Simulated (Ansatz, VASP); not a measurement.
This is a calculation of Sb for VASP 6.6.1.

Contents of INCAR:

```
PREC = Accurate ; ENCUT = 600
EDIFF = 1E-6 ; ISMEAR = -1
SIGMA = 0.05 ; LREAL = F
LASPH = T ; NELM = 100
ALGO = Normal ; ISIF = 3
LWAVE = F ; LCHARG = F
GGA = RE ; IVDW = 13
IBRION = 2 ; NSW = 60
EDIFFG = -0.01
```

File KPOINTS:

```
regular mesh
0
Gamma
  9 9 5
```

POSCAR

```
Sb
1.0
    3.3545324186      0.0000000000      0.0000000000
   -1.6772662093      2.9051102923      0.0000000000
    0.0000000000      0.0000000000      5.4701606500
Sb
2
Direct
    0.6666666667      0.3333333333      0.7500000000
    0.3333333333      0.6666666667      0.2500000000
```

Potentials or basis: VASP PAW PBE potentials, release 64 (Sb).

Run with:

```bash
$ cat potpaw_PBE.64/Sb/POTCAR > POTCAR
$ mpirun -np 1 vasp_std > vasp.out
```

Q: Translate it to Ansatz 0.2.0. Potentials there: Ansatz PAW.

A: As run (the cutoff follows the program's own potentials):

input.yaml

```yaml
crystal:
  lattice:
    - [3.3545324186, 0.0, 0.0]
    - [-1.6772662093, 2.9051102923, 0.0]
    - [0.0, 0.0, 5.47016065]
  atoms:
    - { symbol: Sb, position: [0.6666666667, 0.3333333333, 0.75] }
    - { symbol: Sb, position: [0.3333333333, 0.6666666667, 0.25] }
hamiltonian:
  xc: revpbe
  pseudopotentials: { kind: paw }
  dispersion: d4
kpoints:
  mp_grid: { grid: [9, 9, 5] }
scf:
  occupations: { method: fermi_dirac, width: 0.05 }
output:
  forces: true
  stress: true
  eigenvalues: true
relax:
  f_tol: 0.01
  max_steps: 40
  cell: { stress_tol: 0.05 }
```

Potentials or basis: Ansatz PAW.

Run with:

```console
$ ansatz run input.yaml --threads 2 --pin off --max-ram 5632MiB --backend cpu --events-out ev --progress --plain --runs-dir out
```

Both were run:

|  | VASP | Ansatz | Ansatz less VASP |
| --- | --- | --- | --- |
| gap on the k mesh at the Fermi level, each at its own relaxed structure (eV) | none | none | - |
| relaxed volume (Å³/atom) | 25.49 | 25.55 | +0.066 |
| relaxed cell length with the largest relative difference (Å) | 3.306 | 3.309 | +0.0030 |
| energy change over the relaxation (meV/atom) | -11 | -9 | +1.5 |

A gap of «none» marks a metal or a gap that the smearing closes. The two sets of potentials don't hold the same shells in valence.

Caveats: pairwise dispersion overbinds metals, which lowers pressure and volume; the PAW data sets were made with another functional, which shifts forces and pressure a little (VASP); the plane-wave basis is chosen anew once the cell has moved, so the energies of steps on either side of that aren't comparable (Ansatz); the PAW data sets come from PBE, with cores solved anew for the run's functional, which leaves a small shift of forces and pressure (Ansatz). Spin-orbit coupling is left out, which matters for the levels of Sb.
